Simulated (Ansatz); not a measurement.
# LiF and its competing phases

These are results of Ansatz, DFT PBE, scalar-relativistic, plane waves, PAW, not measurements. Settings: cutoff 420 eV, Γ-centred meshes spaced at most about 0.3 Å⁻¹ (2π included), Gaussian smearing. No spin polarisation.

The zero of energy is the elements' standard structures at the same level (F₂ as a molecule); no fitted shifts are applied.

These are static total energies at zero pressure. Weakly bound directions are ill-defined at this level, which has no dispersion term (I4/mmm), and this can change margins and order among such cells.

The competitors are the elements and 1 reference phase of this chemical system (from databases or known types: LiF), relaxed at the same level; other known phases may be missing.

The candidate was reached from: random cell.

Space group I4/mmm (No. 139). a = 3.681 Å, b = 3.681 Å, c = 10.138 Å, α = 90.00°, β = 90.00°, γ = 90.00°
```
atom  site  symmetry       x       y       z
  Li    4d      -4m2  0.0000  0.5000  0.2500
   F    4e       4mm  0.0000  0.0000  0.2953
```

Q: Where does it stand against these competitors?

A: Not the lowest form: another structure of the same formula lies lower. Its formation energy is -2.841 eV/atom. The lowest competing phase at this composition is this:

| phase | space group | source | share of atoms | ΔE_f (eV/atom) |
| --- | --- | --- | --- | --- |
| LiF | P6_3mc (No. 186) | Materials Project | 1.0000 | -2.953 |

The candidate lies 112 meV/atom above this phase (111 meV/atom from unrounded values). The candidate matches no cell in the subsets of the Crystallography Open Database and the Materials Project at hand. It is metastable at best. Whether it is a true minimum wasn't tested by phonons. The Crystallography Open Database lists this formula in another space group (No. 225).
